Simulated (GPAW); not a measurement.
The system is PtS2.

```
CELL_PARAMETERS angstrom
3.54320 0.00000 0.00000
-1.77160 3.06850 0.00000
0.00000 0.00000 5.03880
ATOMIC_POSITIONS crystal
Pt 0.00000 0.00000 0.00000
S 0.66667 0.33333 0.77300
S 0.33333 0.66667 0.22700
```

Program: GPAW 26.7.0. Alike in all runs: task single point; no spin polarisation; cell as given; k mesh 9 × 9 × 5; cutoff (eV) 600; smearing fermi-dirac 0.05 eV.

Q: Order these runs on this cell by their pressure, lowest first.
A. level r2SCAN; potentials or basis GPAW PAW data sets (gpaw-data 1.2.1), pw
B. level SCAN; potentials or basis GPAW PAW data sets (gpaw-data 1.2.1), pw
C. level PBE; potentials or basis GPAW PAW data sets (gpaw-data 1.2.1), pw
D. level LDA; potentials or basis the program's PAW data sets (release 1.2.1) made for this functional, pw
E. level BLYP; potentials or basis PAW data sets generated in the run's folder for this functional, pw; eigensolver davidson

A: D (3.0 GPa), B (6.5 GPa), A (9.2 GPa), C (11.7 GPa), E (18.5 GPa).

Caveats: the PAW data sets were made with another functional, which shifts forces and pressure a little (some runs).
